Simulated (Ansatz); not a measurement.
# Pb (Fd-3m) in Ansatz: single point with PBEsol

Aim: the single point of Pb with PBEsol.

Program: Ansatz 0.2.0. These are calculated values, not measurements. Logs are shortened: lines on timing, memory, paths and dates and some standing lists are left out, and cuts for length are marked.

## 1. The cell of the first run

It takes space group Fd-3m (No. 227, cubic). The conventional cell has a = 6.878 Å, b = 6.878 Å, c = 6.878 Å, α = 90.00°, β = 90.00°, γ = 90.00°. Pb (site symmetry -43m) is surrounded by 4 Pb at 2.98 Å.

This isn't the form of Pb at room conditions, which is fcc.

## 2. Single point, PBEsol (strain_xy = 0)

input.yaml reads:

```yaml
crystal:
  lattice:
    - [0.0, 3.4390000555, 3.4390000555]
    - [3.4390000555, 0.0, 3.4390000555]
    - [3.4390000555, 3.4390000555, 0.0]
  atoms:
    - { symbol: Pb, position: [0.25, 0.25, 0.25] }
    - { symbol: Pb, position: [0.0, 0.0, 0.0] }
kpoints:
  mp_grid: { grid: [7, 7, 7] }
scf:
  occupations: { method: fermi_dirac, width: 0.05 }
hamiltonian:
  xc: pbesol
  pseudopotentials: { kind: all_electron, lapw: { basis_error: 0.001 } }
output:
  forces: true
  stress: true
  eigenvalues: true
```

Potentials or basis: all-electron LAPW, scalar-relativistic.

Command:

```bash
> ansatz run input.yaml --threads 1 --pin off --max-ram 3072MiB --backend cpu --events-out ev --progress --plain --runs-dir out
```

What it wrote:

```text
Warning: RAYON_NUM_THREADS=1 ignored (pool sized by the plan → 1); use --threads N
LAPW: plane waves up to 7.792 Å⁻¹, error target 1.0e-3 eV per atom; small_component_spin mean_spin; Pb in spheres of 1.489 Å, 36 of its electrons in bands, Dirac shells [] (how accurate: hamiltonian.pseudopotentials.lapw.basis_error, Limitations)
Engine: ansatz 0.2.0, x86_64-unknown-linux-gnu
Pseudopotentials: kind: all_electron
Pseudopotential: Pb, LAPW, valence charge 36, lapw/all_electron/scalar/gaussian/Pb, Koelling and Harmon's equation, gaussian nucleus
Functional definition: PBEsol
  exchange = pbesol_x
  correlation = pbesol_c
Crystal: 2 atoms, lattice volume = 81.344 Å³
Basis set: ecut = 231.32072529448988 eV, 645 PW (Γ), exchange–correlation at level 2
Bands: 44, of which v1, the nominal top of the filled ones, is band 36 counted from 1 (35 counted from 0)
Symmetry: 48 space group operations
Space group: Fd-3m (ITA 227), of the structure as read, at distance tolerance 4.3e-5 Å
k-points: 20 of 343
Non-local potential: Pb, projectors of the file, none
Initial density: superposition of atomic densities (chi_scale 0.1, normalization cell)
Initial wavefunctions: plane waves of lowest kinetic energy (no species holds an atomic orbital)
Functional: x = pbesol(κ = 0.804, μ = 0.12345679012345678), c = pbesol(β = 0.046)
iter 1 solved again at ethr=1.81e-4 eV; its pass at ethr=1.00e-1 eV (dr2=1.30e-1 eV) is discarded
SCF iter   1: F=—  HF=-1135829.710438 eV  |F-HF|=—  |Δ(HF+E_count)|=         —  Δρ=1.09e-2  dr2=1.31e-1  ethr=1.81e-4  ⟨swp⟩=2.8  Hψ=5394  notcnv=0
preconditioner: auto → none  [metal: Δε(μ)=0.068 eV  Ē_g=19.076 eV  σ=0.050 eV  W_gap=0.33  n_scr=26 (ndim 8)  ℏωp=21.8 eV  f_vac=0.326  D(μ)=0.82/eV (n_scr^D=0)  sad-step TF]
SCF iter   2: F=—  HF=-1135829.690442 eV  |F-HF|=—  |Δ(HF+E_count)|=   2.00e-2  Δρ=7.96e-3  dr2=9.14e-2  ethr=1.81e-4  ⟨swp⟩=2.0  Hψ=2478  notcnv=0
iter 3 solved again at ethr=2.39e-6 eV; its pass at ethr=1.27e-4 eV (dr2=1.72e-3 eV) is discarded
SCF iter   3: F=—  HF=-1135829.677739 eV  |F-HF|=—  |Δ(HF+E_count)|=   1.27e-2  Δρ=1.44e-3  dr2=1.72e-3  ethr=2.39e-6  ⟨swp⟩=2.0  Hψ=4404  notcnv=0
SCF iter   4: F=—  HF=-1135829.673809 eV  |F-HF|=—  |Δ(HF+E_count)|=   3.93e-3  Δρ=3.03e-4  dr2=8.93e-5  ethr=2.38e-6  ⟨swp⟩=2.5  Hψ=2477  notcnv=0
SCF iter   5: F=—  HF=-1135829.673943 eV  |F-HF|=—  |Δ(HF+E_count)|=   1.34e-4  Δρ=8.52e-5  dr2=7.38e-6  ethr=1.24e-7  ⟨swp⟩=3.0  Hψ=2549  notcnv=0
SCF iter   6: F=—  HF=-1135829.673944 eV  |F-HF|=—  |Δ(HF+E_count)|=   8.43e-7  Δρ=1.05e-5  dr2=1.11e-7  ethr=1.02e-8  ⟨swp⟩=3.0  Hψ=2552  notcnv=0
SCF iter   7: F=-1135829.673944 eV  HF=-1135829.673944 eV  |F-HF|=0.00e0  |Δ(HF+E_count)|=   3.44e-7  Δρ=1.47e-6  dr2=1.69e-9  ethr=1.54e-10  ⟨swp⟩=3.0  Hψ=2552  notcnv=0
SCF 1 converged in 7 iterations: F = -1135829.673944 eV  dr2 = 1.69e-9
SCF converged after 7 iterations
Free energy (F): -1135829.673944 eV
Harris-Foulkes:  -1135829.673944 eV  (|F-HF|=0.00e0)
Internal energy: -1135829.667836 eV  (E = F + TS)
E sigma→0 (E₀):  -1135829.670890 eV
Entropy (-TS):   -0.006108 eV (-3.054 meV/atom)
Fermi energy:    10.409966 eV
--- Per-component energies (eV) ---
  E_band       = -4763.986224
  E_kinetic    = 1309462.485285
  E_xc         = -20855.108310
  E_electrostatic = -2424437.044811  (all electrons and nuclei)
  E_smearing   = -0.006108  (= −TS)
  E_closure    = 0.000000  (closes the sum)
  E_atoms      = -1135822.357311  (free atoms, spherical and without spin; not in F)
  Σ components = -1135829.673944   (vs F -1135829.673944, Δ=0.00e0)
  Basis errors (estimates in eV, not in F): energy 4.2e-4 per atom: plane waves 3.9e-4 (2.2e-4 summed), levels above the bands 3.0e-75, relativity 1.0e-8, radial functions 3.0e-5, core shells 2.1e-7; eigenvalues (radial functions only) 3.7e-7; not estimated: angular momenta, meshes, grids; target (lapw.basis_error) 1.0e-3; muffin-tin radii Pb 1.489 Å
--- Forces (eV/Å), atoms counted from 1 ---
  atom   1  Pb    -0.00000000     0.00000000    -0.00000000
  atom   2  Pb     0.00000000    -0.00000000    -0.00000000
  max |Σ_I F_I| component: 4.34e-19 eV/Å
--- Stress (GPa, compression-positive) ---
        0.457450      -0.000000       0.000000
       -0.000000       0.457450      -0.000000
        0.000000      -0.000000       0.457450
  P = ⅓ Tr σ = 0.4574 GPa (4.574 kbar)
--- Band table (eV; the first three rows and the last of 20) ---
  k-point 0: bands = ["-129.1703", "-129.1694", "-118.2192", "-118.2192", "-118.2192", "-118.2192", "-118.2192", "-118.2192", "-118.2190", "-118.2190", "-118.2190", "-118.2190", "-118.2190", "-118.2190", "-118.2189", "-118.2188", "-70.9560", "-70.9560", "-70.9560", "-70.9441", "-70.9441", "-70.9441", "-6.7386", "-6.7386", "-6.7386", "-6.6601", "-6.6601", "-6.2279", "-6.2279", "-6.2279", "-6.2023", "-6.2023", "-0.7343", "6.4888", "10.8116", "10.8116", "10.8116", "12.8174", "12.8174", "12.8174", "14.4194", "18.3352", "18.3352", "18.3352"]
  k-point 1: bands = ["-129.1703", "-129.1694", "-118.2192", "-118.2192", "-118.2192", "-118.2192", "-118.2192", "-118.2192", "-118.2190", "-118.2190", "-118.2190", "-118.2190", "-118.2190", "-118.2190", "-118.2189", "-118.2188", "-70.9561", "-70.9561", "-70.9557", "-70.9444", "-70.9440", "-70.9440", "-6.7571", "-6.7571", "-6.7340", "-6.6331", "-6.6331", "-6.2586", "-6.2586", "-6.2397", "-6.1762", "-6.1762", "-0.5603", "5.8727", "10.4292", "10.4841", "10.4841", "13.2012", "13.2231", "13.2231", "15.5488", "17.6109", "17.6109", "17.7796"]
  k-point 2: bands = ["-129.1702", "-129.1695", "-118.2192", "-118.2192", "-118.2192", "-118.2192", "-118.2192", "-118.2192", "-118.2190", "-118.2190", "-118.2190", "-118.2190", "-118.2190", "-118.2190", "-118.2189", "-118.2188", "-70.9564", "-70.9564", "-70.9551", "-70.9450", "-70.9437", "-70.9437", "-6.7779", "-6.7779", "-6.7231", "-6.5958", "-6.5958", "-6.2893", "-6.2893", "-6.2668", "-6.1535", "-6.1535", "-0.0769", "4.5929", "9.8103", "9.9908", "9.9908", "13.7578", "13.7578", "14.6625", "16.1191", "17.5932", "17.5932", "18.7781"]
  k-point 19: bands = ["-129.1699", "-129.1698", "-118.2192", "-118.2192", "-118.2192", "-118.2192", "-118.2192", "-118.2192", "-118.2190", "-118.2190", "-118.2190", "-118.2190", "-118.2190", "-118.2190", "-118.2189", "-118.2189", "-70.9575", "-70.9573", "-70.9511", "-70.9490", "-70.9429", "-70.9426", "-6.8381", "-6.8206", "-6.6051", "-6.5106", "-6.4717", "-6.4279", "-6.4165", "-6.3466", "-6.0999", "-6.0820", "1.5560", "2.3481", "7.7072", "8.4163", "12.2426", "13.6849", "14.7823", "15.0744", "17.8366", "18.9137", "20.0606", "20.6204"]
```

Wall time 10 s (1 thread of Intel Xeon Platinum 8488C (Sapphire Rapids), shared host); peak memory 0.35 GiB.

What came out:

| Item | Value |
| --- | --- |
| Free energy | -1135829.6739 eV |
| Pressure | 0.5 GPa |
| Band gap on the k mesh | none (metal or under the smearing width) |

Spin-orbit coupling is left out, which matters for the levels of Pb.
